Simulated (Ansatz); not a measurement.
LiF: clamped-ion strain scan

Theory: DFT PBE, scalar-relativistic, plane waves, PAW (Ansatz 0.2.0). Settings: plane waves to 420 eV, k-mesh 10×10×10 (Γ-centred), Gaussian smearing 0.05 eV. No spin polarisation. Energies are free energies at this smearing, counted from the undisturbed cell; pressure is positive in compression.

Zero of the scan (as given, not relaxed at this level; it stands at 2.1 GPa):

```xyz
2
Lattice="0.0000 2.0140 2.0140 2.0140 0.0000 2.0140 2.0140 2.0140 0.0000" Properties=species:S:1:pos:R:3 pbc="T T T"
Li    0.0000    0.0000    0.0000
F     2.0140    2.0140    2.0140
```

The cell is strained by ε times the Voigt pattern (0, 1, 0, 0, 0, 0) (xx, yy, zz, yz, xz, xy; engineering shear) with fractional coordinates fixed.

| ε | ΔE (meV/atom) | stress summed along the pattern (GPa, tension positive) | pressure (GPa) |
| --- | --- | --- | --- |
| -0.1000 | 60.0 | -25.74 | 14.2 |
| -0.0750 | 32.9 | -17.20 | 10.1 |
| -0.0500 | 15.3 | -10.69 | 6.9 |
| -0.0250 | 5.0 | -5.79 | 4.2 |
| 0.0000 | 0.0 | -2.12 | 2.1 |
| 0.0250 | -0.9 | 0.60 | 0.4 |
| 0.0500 | 1.2 | 2.58 | -1.0 |
| 0.0750 | 5.4 | 3.99 | -2.1 |
| 0.0875 | 8.1 | 4.52 | -2.5 |
| 0.1000 | 11.2 | 4.95 | -3.0 |